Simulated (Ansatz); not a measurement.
Crystal: FeSi2 (Linzhiite).

```xyz
3
Lattice="2.6840 0.0000 0.0000 0.0000 2.6840 0.0000 0.0000 0.0000 5.1280" Properties=species:S:1:pos:R:3 pbc="T T T"
Fe    0.0000    0.0000    0.0000
Si    1.3420    1.3420    3.7434
Si    1.3420    1.3420    1.3846
```

Base run:

```yaml
Program: Ansatz 0.2.0
Functional: PBEsol
Potentials_or_basis: Ansatz PAW
Cutoff: 420 eV
Density_cutoff: 1680 eV
k_mesh: 10 × 10 × 5
Occupations: fermi-dirac, width 0.05 eV
Spin: collinear spin, ferromagnetic start
Starting_moments: "[3.0, 0.0, 0.0] μB"
Hubbard_terms: Fe d U = 2 eV
```

Its results: band gap on the k mesh none (metal or under the smearing width); pressure -2.6 GPa; net moment 0.16 μB per cell; site moments Fe +0.19; Si -0.01 μB; largest force 0.155 eV/Å.

Q: After a change of settings the same cell gave: band gap on the k mesh none (metal or under the smearing width); pressure -3.0 GPa; net moment -0.16 μB per cell; site moments Fe -0.21; Si +0.01 μB; largest force 0.107 eV/Å. Which change was it?
A. functional from PBEsol to BLYP; hubbard terms from Fe d U = 2 eV to none; hubbard projectors from ortho-atomic (the default) to none
B. hubbard terms from Fe d U = 2 eV to Fe d U = 3 eV
C. functional from PBEsol to r2SCAN; cutoff from 420 eV to 500 eV; density cutoff from 1680 eV to 2000 eV; hubbard terms from Fe d U = 2 eV to none; hubbard projectors from ortho-atomic (the default) to none
D. hubbard terms from Fe d U = 2 eV to Fe d U = 4 eV

A: B.

Caveats: the magnetic or orbital state may not be the lowest; the PAW data sets come from PBE, with cores solved anew for the run's functional, which leaves a small shift of forces and pressure; the U is typed as a test and isn't derived for this compound.

Not every run made on this cell is shown here.
